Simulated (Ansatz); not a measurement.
# Hf: convergence with LAPW's basis error target

Aim: hold Hf and all else fixed and vary LAPW's basis error target, to see how far energy and properties move.

Program: Ansatz 0.2.0. Level of theory: DFT, PBE, all-electron LAPW, scalar-relativistic. These are calculated values, not measurements.

2 further runs of the same task are left out: 2 that didn't finish. Runs told in other sessions of the task aren't counted.

### Step 1. Starting point

Symmetry: P6_3/mmc, No. 194, hexagonal system. The conventional cell has a = 3.197 Å, b = 3.197 Å, c = 5.058 Å, α = 90.00°, β = 90.00°, γ = 120.00°. Around Hf (site symmetry -6m2) lie 12 Hf at 3.13 to 3.20 Å.

Structure file:

```
CELL_PARAMETERS angstrom
3.19670 0.00000 0.00000
-1.59835 2.76842 0.00000
0.00000 0.00000 5.05780
ATOMIC_POSITIONS crystal
Hf 0.33333 0.66667 0.25000
Hf 0.66667 0.33333 0.75000
```

The geometry is a database entry used as it stands. It may stem from high pressure or temperature, or be incomplete, so it serves as a test cell.

Atoms are numbered in the order of the input: Hf1, Hf2.

### Step 2. With basis error target 0.03 eV/atom

Contents of input.yaml:

```yaml
crystal:
  lattice:
    - [3.1966985242, 0.0, 0.0]
    - [-1.5983492621, 2.7684221302, 0.0]
    - [0.0, 0.0, 5.0578]
  atoms:
    - { symbol: Hf, position: [0.3333333333, 0.6666666667, 0.25] }
    - { symbol: Hf, position: [0.6666666667, 0.3333333333, 0.75] }
kpoints:
  mp_grid: { grid: [13, 13, 7] }
scf:
  occupations: { method: fermi_dirac, width: 0.05 }
hamiltonian:
  xc: pbe
  pseudopotentials: { kind: all_electron, lapw: { basis_error: 0.03 } }
output:
  forces: true
  stress: true
  eigenvalues: true
```

Started as:

```bash
> ansatz run input.yaml --threads 1 --pin off --max-ram 2048MiB --backend cpu --events-out ev --progress --plain --runs-dir out
```

The log of the run, cut to the lines that bear on the results:

```text
LAPW: plane waves up to 5.936 Å⁻¹, error target 3.0e-2 eV per atom; small_component_spin mean_spin; Hf in spheres of 1.565 Å, 36 of its electrons in bands, Dirac shells []
[...]
Pseudopotentials: kind: all_electron
Pseudopotential: Hf, LAPW, valence charge 36, Koelling and Harmon's equation, gaussian nucleus
Functional definition: PBE
[...]
Crystal: 2 atoms, lattice volume = 44.761 Å³
Basis set: ecut = 134.27107270206974 eV, 147 PW (Γ), exchange–correlation at level 2
Bands: 44, of which v1, the nominal top of the filled ones, is band 36 counted from 1 (35 counted from 0)
Symmetry: 24 space group operations
Space group: P63/mmc (ITA 194), of the structure as read, at distance tolerance 3.6e-5 Å
k-points: 84 of 1183
[...]
SCF iter   1: F=—  HF=-820500.717913 eV  |F-HF|=—  |Δ(HF+E_count)|=         —  Δρ=2.33e-2  dr2=2.20e-1  ethr=3.04e-4  ⟨swp⟩=2.4  Hψ=22745  notcnv=0
[...]
SCF iter   9: F=-820500.486468 eV  HF=-820500.486468 eV  |F-HF|=4.66e-10  |Δ(HF+E_count)|=   2.47e-8  Δρ=6.22e-6  dr2=1.91e-8  ethr=4.73e-10  ⟨swp⟩=2.0  Hψ=11048  notcnv=0
[...]
SCF converged after 9 iterations
Free energy (F): -820500.486468 eV
[...]
E sigma→0 (E₀):  -820500.479970 eV
Entropy (-TS):   -0.012997 eV (-6.498 meV/atom)
Fermi energy:    20.216062 eV
[...]
--- Forces (eV/Å), atoms counted from 1 ---
  atom   1  Hf     0.00000000     0.00000000    -0.00000000
  atom   2  Hf     0.00000000    -0.00000000     0.00000000
[...]
--- Stress (GPa, compression-positive) ---
        0.909586       0.000000      -0.000000
        0.000000       0.909586       0.000000
       -0.000000       0.000000       0.792158
  P = ⅓ Tr σ = 0.8704 GPa (8.704 kbar)
--- Band table (eV; the first three rows and the last of 84) ---
[...]
```

Run time: 17 s. Hardware: 1 thread of Arm Neoverse V1, shared host; peak memory 0.32 GiB.

Read from it: pressure 0.87 GPa; no gap.

### Step 3. With basis error target 0.01 eV/atom

input.yaml: that of step 2 with these lines changed.

```diff
@@ -14,3 +14,3 @@
   xc: pbe
-  pseudopotentials: { kind: all_electron, lapw: { basis_error: 0.03 } }
+  pseudopotentials: { kind: all_electron, lapw: { basis_error: 0.01 } }
 output:
```

Started as:

```bash
> ansatz run input.yaml --threads 1 --pin off --max-ram 2048MiB --backend cpu --events-out ev --progress --plain --runs-dir out
```

The log of the run, cut to the lines that bear on the results:

```text
LAPW: plane waves up to 6.444 Å⁻¹, error target 1.0e-2 eV per atom; small_component_spin mean_spin; Hf in spheres of 1.565 Å, 36 of its electrons in bands, Dirac shells []
[...]
[... 3 set-up lines as earlier in the session ...]
[...]
Crystal: 2 atoms, lattice volume = 44.761 Å³
Basis set: ecut = 158.20917932432116 eV, 197 PW (Γ), exchange–correlation at level 2
Bands: 44, of which v1, the nominal top of the filled ones, is band 36 counted from 1 (35 counted from 0)
[... 2 set-up lines as earlier in the session ...]
k-points: 84 of 1183
[...]
SCF iter   1: F=—  HF=-820500.724762 eV  |F-HF|=—  |Δ(HF+E_count)|=         —  Δρ=2.34e-2  dr2=2.20e-1  ethr=3.04e-4  ⟨swp⟩=2.5  Hψ=22815  notcnv=0
[...]
SCF iter   9: F=-820500.493258 eV  HF=-820500.493258 eV  |F-HF|=5.94e-9  |Δ(HF+E_count)|=   2.93e-8  Δρ=6.22e-6  dr2=1.91e-8  ethr=4.73e-10  ⟨swp⟩=2.0  Hψ=11048  notcnv=0
[...]
SCF converged after 9 iterations
Free energy (F): -820500.493258 eV
[...]
E sigma→0 (E₀):  -820500.486759 eV
Entropy (-TS):   -0.012999 eV (-6.499 meV/atom)
Fermi energy:    20.215926 eV
[...]
--- Forces (eV/Å), atoms counted from 1 ---
  atom   1  Hf    -0.00000000     0.00000000    -0.00000000
  atom   2  Hf     0.00000000    -0.00000000     0.00000000
[...]
--- Stress (GPa, compression-positive) ---
        0.860192       0.000000      -0.000000
        0.000000       0.860192       0.000000
       -0.000000       0.000000       0.746975
  P = ⅓ Tr σ = 0.8225 GPa (8.225 kbar)
--- Band table (eV; the first three rows and the last of 84) ---
[...]
```

Run time: 21 s. Hardware: 1 thread of Arm Neoverse V1, shared host; peak memory 0.36 GiB.

Read from it: pressure 0.82 GPa; no gap.

### Step 4. With basis error target 0.003 eV/atom

input.yaml: that of step 3 with these lines changed.

```diff
@@ -14,3 +14,3 @@
   xc: pbe
-  pseudopotentials: { kind: all_electron, lapw: { basis_error: 0.01 } }
+  pseudopotentials: { kind: all_electron, lapw: { basis_error: 0.003 } }
 output:
```

Started as:

```bash
> ansatz run input.yaml --threads 1 --pin off --max-ram 2048MiB --backend cpu --events-out ev --progress --plain --runs-dir out
```

The log of the run, cut to the lines that bear on the results:

```text
LAPW: plane waves up to 6.987 Å⁻¹, error target 3.0e-3 eV per atom; small_component_spin mean_spin; Hf in spheres of 1.565 Å, 36 of its electrons in bands, Dirac shells []
[...]
[... 3 set-up lines as earlier in the session ...]
[...]
Crystal: 2 atoms, lattice volume = 44.761 Å³
Basis set: ecut = 185.98237197609404 eV, 263 PW (Γ), exchange–correlation at level 2
Bands: 44, of which v1, the nominal top of the filled ones, is band 36 counted from 1 (35 counted from 0)
[... 2 set-up lines as earlier in the session ...]
k-points: 84 of 1183
[...]
SCF iter   1: F=—  HF=-820500.727042 eV  |F-HF|=—  |Δ(HF+E_count)|=         —  Δρ=2.34e-2  dr2=2.20e-1  ethr=3.04e-4  ⟨swp⟩=2.5  Hψ=22847  notcnv=0
[...]
SCF iter   9: F=-820500.495533 eV  HF=-820500.495533 eV  |F-HF|=4.77e-9  |Δ(HF+E_count)|=   3.31e-8  Δρ=6.29e-6  dr2=1.96e-8  ethr=4.74e-10  ⟨swp⟩=2.0  Hψ=11048  notcnv=0
[...]
SCF converged after 9 iterations
Free energy (F): -820500.495533 eV
[...]
E sigma→0 (E₀):  -820500.489034 eV
Entropy (-TS):   -0.012998 eV (-6.499 meV/atom)
Fermi energy:    20.215893 eV
[...]
--- Forces (eV/Å), atoms counted from 1 ---
  atom   1  Hf    -0.00000000     0.00000000    -0.00000000
  atom   2  Hf    -0.00000000    -0.00000000     0.00000000
[...]
--- Stress (GPa, compression-positive) ---
        0.843636       0.000000      -0.000000
        0.000000       0.843636       0.000000
       -0.000000       0.000000       0.732208
  P = ⅓ Tr σ = 0.8065 GPa (8.065 kbar)
--- Band table (eV; the first three rows and the last of 84) ---
[...]
```

It took 29 s on 1 thread of Arm Neoverse V1, shared host; peak memory 0.39 GiB.

This run gives: pressure 0.81 GPa; no gap.

### Step 5. With basis error target 0.0001 eV/atom

input.yaml: that of step 4 with these lines changed.

```diff
@@ -14,3 +14,3 @@
   xc: pbe
-  pseudopotentials: { kind: all_electron, lapw: { basis_error: 0.003 } }
+  pseudopotentials: { kind: all_electron, lapw: { basis_error: 0.0001 } }
 output:
```

Started as:

```bash
> ansatz run input.yaml --threads 1 --pin off --max-ram 2048MiB --backend cpu --events-out ev --progress --plain --runs-dir out
```

The log of the run, cut to the lines that bear on the results:

```text
LAPW: plane waves up to 8.457 Å⁻¹, error target 1.0e-4 eV per atom; small_component_spin mean_spin; Hf in spheres of 1.565 Å, 42 of its electrons in bands, Dirac shells []
[...]
[... 1 set-up line as earlier in the session ...]
Pseudopotential: Hf, LAPW, valence charge 42, Koelling and Harmon's equation, gaussian nucleus
[... 1 set-up line as earlier in the session ...]
[...]
Crystal: 2 atoms, lattice volume = 44.761 Å³
Basis set: ecut = 272.50713025132393 eV, 463 PW (Γ), exchange–correlation at level 2
Bands: 51, of which v1, the nominal top of the filled ones, is band 42 counted from 1 (41 counted from 0)
[... 2 set-up lines as earlier in the session ...]
k-points: 84 of 1183
[...]
SCF iter   1: F=—  HF=-820500.727840 eV  |F-HF|=—  |Δ(HF+E_count)|=         —  Δρ=2.36e-2  dr2=2.20e-1  ethr=2.61e-4  ⟨swp⟩=2.7  Hψ=25873  notcnv=0
[...]
the basis was enlarged: its passes take 1.6 MiB over the memory plan, 1 of 1 planned eigensolver slots
[...]
SCF iter   9: F=-820500.496457 eV  HF=-820500.496457 eV  |F-HF|=2.21e-8  |Δ(HF+E_count)|=   1.19e-7  Δρ=1.30e-5  dr2=8.73e-8  ethr=8.23e-10  ⟨swp⟩=2.0  Hψ=12815  notcnv=0
[...]
SCF converged after 9 iterations
Free energy (F): -820500.496457 eV
[...]
E sigma→0 (E₀):  -820500.489960 eV
Entropy (-TS):   -0.012994 eV (-6.497 meV/atom)
Fermi energy:    20.215912 eV
[...]
--- Forces (eV/Å), atoms counted from 1 ---
  atom   1  Hf     0.00000000     0.00000000    -0.00000000
  atom   2  Hf    -0.00000000    -0.00000000     0.00000000
[...]
--- Stress (GPa, compression-positive) ---
        0.838343       0.000000      -0.000000
        0.000000       0.838343       0.000000
       -0.000000       0.000000       0.726787
  P = ⅓ Tr σ = 0.8012 GPa (8.012 kbar)
--- Band table (eV; the first three rows and the last of 84) ---
[...]
```

Wall time 60 s (1 thread of Arm Neoverse V1, shared host); peak memory 0.6 GiB.

This run gives: pressure 0.80 GPa; no gap.

### Step 6. All runs together

| basis error target (eV/atom) | energy from the last row (meV/atom) | pressure (GPa) | SCF cycles, by the record's count | time |
| --- | --- | --- | --- | --- |
| 0.03 | 4.99 | 0.87 | 9 | 17 s |
| 0.01 | 1.60 | 0.82 | 9 | 21 s |
| 0.003 | 0.46 | 0.81 | 9 | 29 s |
| 0.0001 | 0.00 | 0.80 | 9 | 60 s |

Energies are those extrapolated to zero smearing.

### Step 7. What came out

```
                              quantity                     value
energy error of the loosest run (LAPW)              5.0 meV/atom
                within 1 meV/atom from  basis error target 0.003
    pressure, lowest to highest (LAPW)          0.80 to 0.87 GPa
```

**Reading.** The loosest usable run is off by 5.0 meV/atom from the tightest; from basis error target 0.003 on, all lie within 1 meV/atom of it. The energy falls at every step, as a growing basis should make it. The pressure spans 0.07 GPa (LAPW). The tightest run took 60 s against 17 s for the loosest. Spin-orbit coupling is left out, though the cell holds Hf; in elements this heavy it can shift bands and gaps by tenths of an eV.
